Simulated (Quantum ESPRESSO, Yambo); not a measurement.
# A GW chain in Yambo: WS2 (2H monolayer), part 2 of 3

How does a plane-wave GW calculation on WS2 (2H monolayer) run from the first input to the gap?

Quantum ESPRESSO 7.5 and Yambo 5.3.0; PBE and many-body steps on it, plane waves. Known limits of the many-body steps: not at the basis limit.

So far. Step 2 (Ground state): The gap is direct, at (0.333, 0.333, 0.000). Step 3 (Bands along the symmetry lines): The gap is 1.555 eV, as in the run before at this level.

## Step 4: Empty states on the mesh, 6×6×1 mesh, 178 bands

Level of this step: DFT, PBE with spin-orbit coupling, plane waves, norm-conserving pseudopotentials (Quantum ESPRESSO).

The sums over transitions need many empty states on a uniform mesh; this step solves for them.

File pw.in:

```
&control
  calculation = 'nscf'
  prefix = 'x'
  outdir = 'o'
  pseudo_dir = 'pseudo'
/
&system
  ibrav = 0
  nat = 3
  ntyp = 2
  ecutwfc = 62.0
  nbnd = 178
  force_symmorphic = .true.
  noncolin = .true.
  lspinorb = .true.
/
&electrons
  conv_thr = 1e-9
  electron_maxstep = 80
  diago_full_acc = .true.
  diago_thr_init = 5e-6
/
ATOMIC_SPECIES
  W 183.84 W.upf
  S 32.06 S.upf
CELL_PARAMETERS angstrom
  3.1870569639 0.0000000000 0.0000000000
  -1.5935284820 2.7600722941 0.0000000000
  0.0000000000 0.0000000000 16.0000000000
ATOMIC_POSITIONS crystal
  W 0.3333333333 0.6666666667 0.5000000000
  S 0.6666666667 0.3333333333 0.5982117567
  S 0.6666666667 0.3333333333 0.4017882433
K_POINTS automatic
  6 6 1 0 0 0
```

On the command line:

```
OMP_NUM_THREADS=1 mpirun -n 4 pw.x -nk 4 -in pw.in > pw.out
```

Log:

```text
[banner, memory and clock lines left out]
Program PWSCF v.7.5 starts

     Atomic positions and unit cell read from directory:
     o/x.save/

     Message from routine setup:
     using ibrav=0 with symmetry is DISCOURAGED, use correct ibrav instead

     G-vector sticks info

     bravais-lattice index     =            0
     lattice parameter (alat)  =       6.0227  a.u.
     unit-cell volume          =     949.7884 (a.u.)^3
     number of atoms/cell      =            3
     number of atomic types    =            2
     number of electrons       =        26.00
     number of Kohn-Sham states=          178
     kinetic-energy cutoff     =      62.0000  Ry
     charge density cutoff     =     248.0000  Ry
     Exchange-correlation= PBE
                           (   1   4   3   4   0   0   0)
     Non magnetic calculation with spin-orbit

     celldm(1)=   6.022665  celldm(2)=   0.000000  celldm(3)=   0.000000
     celldm(4)=   0.000000  celldm(5)=   0.000000  celldm(6)=   0.000000

     crystal axes: (cart. coord. in units of alat)
               a(1) = (   1.000000   0.000000   0.000000 )
               a(2) = (  -0.500000   0.866025   0.000000 )
               a(3) = (   0.000000   0.000000   5.020306 )

     reciprocal axes: (cart. coord. in units 2 pi/alat)
               b(1) = (  1.000000  0.577350 -0.000000 )
               b(2) = (  0.000000  1.154701  0.000000 )
               b(3) = (  0.000000 -0.000000  0.199191 )
     Pseudo is Norm-conserving + core correction, Zval = 14.0
     Generated using ONCVPSP code by D. R. Hamann
     Using radial grid of 1396 points, 14 beta functions with:
     Pseudo is Norm-conserving + core correction, Zval =  6.0
     Generated using ONCVPSP code by D. R. Hamann
     Using radial grid of 1146 points, 10 beta functions with:
     W                14.00   183.84000     W ( 1.00)
     S                 6.00    32.06000     S ( 1.00)

     12 Sym. Ops. (no inversion) found

   Cartesian axes

     site n.     atom                  positions (alat units)
         1        W      tau(   1) = (  -0.0000000   0.5773503   2.5101528  )
         2        S      tau(   2) = (   0.5000000   0.2886751   3.0032058  )
         3        S      tau(   3) = (   0.5000000   0.2886751   2.0170998  )

     number of k points=     7
                       cart. coord. in units 2pi/alat
        k(    1) = (   0.0000000   0.0000000   0.0000000), wk =   0.0277778
        k(    2) = (   0.0000000   0.1924501   0.0000000), wk =   0.1666667
        k(    3) = (   0.0000000   0.3849002   0.0000000), wk =   0.1666667
        k(    4) = (   0.0000000  -0.5773503   0.0000000), wk =   0.0833333
        k(    5) = (   0.1666667   0.2886751   0.0000000), wk =   0.1666667
        k(    6) = (   0.1666667   0.4811252   0.0000000), wk =   0.3333333
        k(    7) = (   0.3333333   0.5773503   0.0000000), wk =   0.0555556

     Dense  grid:    62407 G-vectors     FFT dimensions: (  32,  32, 160)

     The potential is recalculated from file :
     o/x.save/charge-density

     Starting wfcs are   36 randomized atomic wfcs +  142 random wfcs

     Band Structure Calculation

     End of band structure calculation

          k = 0.0000 0.0000 0.0000 (  7833 PWs)   bands (ev):

   -73.1788 -73.1788 -44.5559 -44.5559 -34.8296 -34.8296 -34.6851 -34.6851
   -14.0782 -14.0782 -12.4563 -12.4563  -5.6681  -5.6681  -2.3322  -2.3322
    -2.0697  -2.0697  -1.4559  -1.4559  -1.0757  -1.0757  -0.8596  -0.8596
[...]
[... 11 further rows ...]
[...]
35.5019  35.5045

          k = 0.0000 0.1925 0.0000 (  7875 PWs)   bands (ev):

[...]
[... 11 further rows ...]
[...]
35.7696  35.7696

          k = 0.0000 0.3849 0.0000 (  7849 PWs)   bands (ev):

[...]
18.2976  18.2976  18.3205  18.3205  18.5158  18.5158  20.2710  20.2710
     [... 11 further rows ...]
    36.6020  36.6020  36.6337  36.6337  37.5097  37.5097  37.8169  37.8169
    38.2046  38.2046

          k = 0.0000-0.5774 0.0000 (  7782 PWs)   bands (ev):

     [... further k-points ...]

     highest occupied, lowest unoccupied level (ev):     0.8712    2.4262

     XML data file, pseudopotentials, collected wavefunctions
```

It took 81 s on 4 MPI ranks of Arm Neoverse V1, shared host; peak memory 1.2 GiB.

Numbers from this step:

- gap: 1.555 eV
- k of the valence top: 0.3333, 0.3333, 0
- k of the conduction bottom: 0.3333, 0.3333, 0
- least direct gap: 1.555 eV
- k points computed: 7
- lowest point of the top converged band, above the valence top: 34.63 eV

On this mesh the gap is 1.555 eV.

## Step 5: Conversion and set-up

This step: Yambo 5.3.0; conversion and set-up on PBE with spin-orbit coupling, plane waves, norm-conserving pseudopotentials.

The states are converted to the many-body program's format and the q mesh is built.

On the command line:

```
(cd o/x.save; p2y > p2y.log; mv SAVE ../..); yambo > setup.log
```

Log:

```text
 Yambo, version 5.3.0

 [02] CORE Variables Setup
 =========================

  [02.01] Unit cells
  ==================

  Cell kind             :  HCP
  Atoms in the cell     :  W  S
  number of W  atoms    :  1
  number of S  atoms    :  2

  List of atomic masses
  Mass of W     :  183.8400
  Mass of S     :  32.06000

  List of atomic coordinates    : [cc]
  W1       : -0.36412E-09   3.4772       15.118      order 1
  S1       :   3.01133   1.73859  18.08730  order 2
  S2       :   3.01133   1.73859  12.14832  order 3

  Alat factors          :   6.02266   5.21578  30.23562 [a.u.]
  Direct lattice volume :  949.7884 [a.u.]
  Direct lattice vectors:  A[ 1 ]  A[ 2 ]  A[ 3 ]
   A[ 1 ]:  1.000000  0.000000  0.000000  [iru]
   6.022665  0.000000  0.000000  [cc]
   A[ 2 ]: -0.500000  1.000000  0.000000  [iru]
  -3.011332  5.215781  0.000000  [cc]
   A[ 3 ]:  0.000000  0.000000  1.000000  [iru]
    0.00000   0.00000  30.23562  [cc]

  Recip. lattice volume :  0.261164 [a.u.]
  Recip. lattice vectors:  B[ 1 ]  B[ 2 ]  B[ 3 ]
   B[ 1 ]:  1.000000  0.500000  0.000000  [iku]
   1.043257  0.602325 -0.000000  [cc]
   B[ 2 ]:  0.000000  1.000000  0.000000  [iku]
   0.000000  1.204649  0.000000  [cc]
   B[ 3 ]:  0.000000  0.000000  1.000000  [iku]
   0.000000 -0.000000  0.207807  [cc]

  [02.02] Symmetries
  ==================

  Inversion symmetry    : yes
  Spatial inversion     : no
  Inversion index       :  13
  K-space Time-reversal : yes
  Magnetic symmetries   : no
  Time-reversal derived K-space symmetries:  13  24
  Group table correct   : yes
  Symmetries units      :  [cc]

   [S  1]:   1.0000       0.0000       0.0000     -0.49699E-16   1.0000       0.0000       0.0000       0.0000       1.0000
   [S  2]:  -1.0000       0.0000       0.0000     -0.36231E-10   1.0000       0.0000       0.0000       0.0000      -1.0000
   [S  3]: -0.500000  0.866025  0.000000 -0.866025 -0.500000  0.000000  0.000000  0.000000  1.000000
[...]
[S  9]: -0.500000 -0.866025  0.000000  0.866025 -0.500000  0.000000  0.000000  0.000000 -1.000000
   [S 10]: -0.500000  0.866025  0.000000 -0.866025 -0.500000  0.000000  0.000000  0.000000 -1.000000
     [... 12 further rows ...]
   [S*23]: -0.500000 -0.866025 -0.000000 -0.866025  0.500000 -0.000000 -0.000000 -0.000000 -1.000000
   [S*24]: -0.500000  0.866025 -0.000000  0.866025  0.500000 -0.000000 -0.000000 -0.000000 -1.000000

  [02.03] Reciprocal space
  ========================

  nG shells         :  3074
  nG charge         :   62407
  nG WFs            :   9967
  nC WFs            :   7875
  G-vecs. in first 80 shells:  [ Number ]
    1   3   5   7   9  11  17  29  31
    43   55   57   69   81   83   95   97  109
   121  123  129  141  153  165  177  189  191
[...]
767   779   791   803   815   839   851   863
  ...
  Shell energy in first 80 shells:  [ mHa ]
[...]
K/Q-points units:
  rlu = crystal or reduced units; cc = cartesian coordinates; iku = interal k-units

  K [1]          [rlu]:  0.000000  0.000000  0.000000
         WF components:   7833
  K [2]          [rlu]:  0.000000  0.166667  0.000000
         WF components:   7875
  K [3]          [rlu]:  0.000000  0.333333  0.000000
         WF components:   7849
  K [4]          [rlu]:  0.000000 -0.500000  0.000000
         WF components:   7782
  K [5]          [rlu]:  0.166667  0.166667  0.000000
         WF components:   7861
  K [6]          [rlu]:  0.166667  0.333333  0.000000
         WF components:   7800
  K [7]          [rlu]:  0.333333  0.333333  0.000000
         WF components:   7764

  [02.05] Energies & Occupations
  ==============================

  [X] === General ===
  [X] Electronic Temperature                        :  0.000000  0.000000 [eV K]
  [X] Bosonic    Temperature                        :  0.000000  0.000000 [eV K]
  [X] Finite Temperature mode                       : no
  [X] El. density                                   :  0.18473E+24 [cm-3]
  [X] Fermi Level                                   :  0.871211 [eV]

  [X] === Gaps and Widths ===
  [X] Conduction Band Min                           :  1.555005 [eV]
  [X] Valence Band Max                              :  0.000000 [eV]
  [X] Filled Bands                                  :  26
  [X] Empty Bands                                   :   27  178
  [X] Direct Gap                                    :  1.555005 [eV]
  [X] Direct Gap localized at k                     :   7
  [X] Indirect Gap                                  :  1.555005 [eV]
  [X] Indirect Gap between kpts                     :   7   7
  [X] Last valence band width                       :  1.364190 [eV]
  [X] 1st conduction band width                     :  1.016201 [eV]

  E @ K [1]:  [eV]
  -74.04999 -74.04999 -45.42706 -45.42706 -35.70083 -35.70083 -35.55627 -35.55627
[...]
occ @ K [1]
[...]
E @ K [2]:  [eV]
[...]
occ @ K [2]
[...]
E @ K [3]:  [eV]
[...]
occ @ K [3]
[...]
E @ K [4]:  [eV]
[...]
occ @ K [4]
[...]
E @ K [5]:  [eV]
[...]
occ @ K [5]
[...]
E @ K [6]:  [eV]
[...]
occ @ K [6]
[...]
E @ K [7]:  [eV]
[...]
occ @ K [7]
[...]
0.000000  0.000000  0.000000  0.000000  0.000000  0.000000  0.000000  0.000000
   0.000000  0.000000  0.000000  0.000000  0.000000  0.000000  0.000000  0.000000

 [03] Transferred momenta grid and indexing
 ==========================================

 IBZ Q-points                                      :   7
 BZ  Q-points                                      :   36

 K/Q-points units:
 rlu = crystal or reduced units; cc = cartesian coordinates; iku = interal k-units

 Q [1]          [rlu]:  0.000000  0.000000  0.000000
 Q [2]          [rlu]: -0.95645E-17  0.16667       0.0000
 Q [3]          [rlu]: -0.19129E-16  0.33333       0.0000
 Q [4]          [rlu]:  0.28694E-16 -0.50000       0.0000
 Q [5]          [rlu]:  0.166667  0.166667  0.000000
 Q [6]          [rlu]:  0.166667  0.333333  0.000000
 Q [7]          [rlu]:  0.333333  0.333333  0.000000

  [03.01] X indexes
  =================

   [03.01.01] Sigma indexes
   ========================

 [06] Game Over & Game summary
```

The job ended after 3.3 s (1 MPI rank; peak memory 0.25 GiB).

[end of part 2 of 3]

[Paths, hosts, dates, memory and timing lines, banners, echoed tables and standing remarks are left out of the program output.]

[Logs are printed without paths, hosts, clocks, repeated set-up lines and the standing remarks that a program may print on its own settings, such as how far it seeks lower states.]

[Runs of the session that timed out or met a known fault of the program may be left out.]

[Hosts, paths, dates, database ids (printed as entryN), source tags and the programs' standing remarks are cut or masked in the printed files.]
